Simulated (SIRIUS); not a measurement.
Runs of SIRIUS 7.12.0 on MoS2. Symmetry: R3m, No. 160, trigonal system. Conventional cell: a = 3.160 Å, b = 3.160 Å, c = 18.450 Å, α = 90.00°, β = 90.00°, γ = 120.00°. Mo (site symmetry 3m) is surrounded by 6 S at 2.39 Å. S (site symmetry 3m) has 3 Mo at 2.39 Å as nearest neighbours. Around S (site symmetry 3m) lie 3 Mo at 2.39 Å. Measurements of this composition are mostly on another form, of space group No. 194.

```csv
level,U,form of the Hubbard term,hubbard projectors,start of the occupations,gap on the mesh (eV),pressure (GPa),largest force (eV/Å)
PBE+U,Mo d U = 8 eV,simplified (Dudarev),orthogonalised atomic orbitals,the program's own,0.99,7.1,0.46
PBE+U,Mo d U = 2 eV,simplified (Dudarev),orthogonalised atomic orbitals,the program's own,1.12,5.3,(b)
PBE+U,Mo d U = 4 eV,simplified (Dudarev),orthogonalised atomic orbitals,the program's own,1.10,5.4,(a)
PBE+U,Mo d U = 6 eV,simplified (Dudarev),orthogonalised atomic orbitals,the program's own,(c),5.6,0.50
PBE,-,-,-,-,1.07,5.4,0.53
```

Alike in all rows: task single point; potentials or basis PseudoDojo 0.4.1 PBE standard (scalar relativistic); no spin polarisation; cell as given; k mesh 7 × 7 × 7; cutoff (eV) 1102; smearing fermi-dirac 0.05 eV.

Estimate the missing entries.

(a) 0.51; (b) 0.52; (c) 1.05.

Caveats: an odd mesh through Γ misses points on the zone boundary, where band edges often lie.

A k mesh can miss the band edges, and the runs leave out spin-orbit coupling on Mo.
